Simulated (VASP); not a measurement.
Set up this calculation in VASP 6.6.1, as the native input.

```
Task                   : single point
Functional             : PBEsol
Potentials or basis    : VASP PAW PBE potentials, release 64 (Cd, Se)
Cutoff                 : 520 eV
k mesh                 : 10 × 10 × 10
Occupations            : gaussian, width 0.01 eV
Spin                   : no spin polarisation
Dipole correction      : no
Further INCAR settings : ALGO = Fast; EDIFF = 1e-06; NBANDS = 16
```

The structure of CdSe lies in POSCAR:

```
CdSe
1.0
    0.0000000000      3.0407133463      3.0407133463
    3.0407133463      0.0000000000      3.0407133463
    3.0407133463      3.0407133463      0.0000000000
Cd Se
1 1
Direct
    0.0000000000      0.0000000000      0.0000000000
    0.7500000000      0.7500000000      0.7500000000
```

Measurements of this composition are mostly on another form, of space group No. 186.

The cell isn't the ideal one: cell and atoms relaxed tightly for response.

These files were run (other wordings do the same):

INCAR

```
PREC = Accurate
ENCUT = 520
EDIFF = 1E-6
ISMEAR = 0
SIGMA = 0.01
LREAL = False
LASPH = True
NELM = 100
ALGO = Fast
ISIF = 2
LWAVE = False
LCHARG = False
GGA = PS
NBANDS = 16
```

KPOINTS

```
Automatic mesh
0
Gamma
  10 10 10
```

Potentials or basis: VASP PAW PBE potentials, release 64 (Cd, Se).

Command:

```sh
$ cat potpaw_PBE.64/Cd/POTCAR potpaw_PBE.64/Se/POTCAR > POTCAR
$ mpirun -np 1 vasp_std > vasp.out
```

Results of the run:

* Pressure: 0.3 GPa
* Band gap on the k mesh: 0.48 eV, direct

Caveat: the PAW data sets were made with another functional, which shifts forces and pressure a little.

Run time: 16 s on 1 thread of Intel(R) Xeon(R) Platinum 8488C (Sapphire Rapids) (shared host), peak memory 0.19 GiB.
